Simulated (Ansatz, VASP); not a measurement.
GaSb: VASP beside Ansatz

File INCAR:

```
SYSTEM = GaSb
  PREC = Accurate
  ENCUT = 520
  EDIFF = 1E-6
  ISMEAR = -1
  SIGMA = 0.02
  LREAL = .FALSE.
  LASPH = .TRUE.
  NELM = 60
  ALGO = Normal
  ISIF = 2
  LWAVE = .FALSE.
  LCHARG = .FALSE.
  GGA = PE
  NBANDS = 16
```

KPOINTS

```
Automatic mesh
0
G
  6 6 6
  0 0 0
```

File POSCAR:

```
GaSb
1.0
    0.0000000000      3.0776575139      3.0776575139
    3.0776575139      0.0000000000      3.0776575139
    3.0776575139      3.0776575139      0.0000000000
Ga Sb
1 1
Direct
    0.0000000000      0.0000000000      0.0000000000
    0.2500000000      0.2500000000      0.2500000000
```

Input for Ansatz:

```yaml
crystal:
  lattice:
    - [0.0, 3.0776575139, 3.0776575139]
    - [3.0776575139, 0.0, 3.0776575139]
    - [3.0776575139, 3.0776575139, 0.0]
  atoms:
    - { symbol: Ga, position: [0.0, 0.0, 0.0] }
    - { symbol: Sb, position: [0.25, 0.25, 0.25] }
kpoints:
  mp_grid: { grid: [6, 6, 6] }
hamiltonian:
  xc: pbe
scf:
  occupations: { method: fermi_dirac, width: 0.02 }
  n_extra_bands: 4
output:
  forces: true
  stress: true
  eigenvalues: true
```

Alike in both runs: task single point; functional PBE; k mesh 6 × 6 × 6; occupations fermi-dirac, width 0.02 eV; no spin polarisation.

```csv
,VASP,Ansatz
version,VASP 6.6.1,Ansatz 0.2.0
potentials or method,"VASP PAW PBE potentials, release 64 (Ga_d, Sb)","plane waves, PAW"
plane-wave cutoff (eV),520,420
valence electrons in the cell,18,28
```

Ansatz gave:

* pressure (GPa): 1.5

Task: Which values does VASP return?

Result: Pressure (GPa): 1.6.

The functional is the same, so the differences come from potentials, cutoffs and numerics. The two sets of potentials don't hold the same shells in valence.

The runs have no spin-orbit coupling, so splittings on Sb are missing.
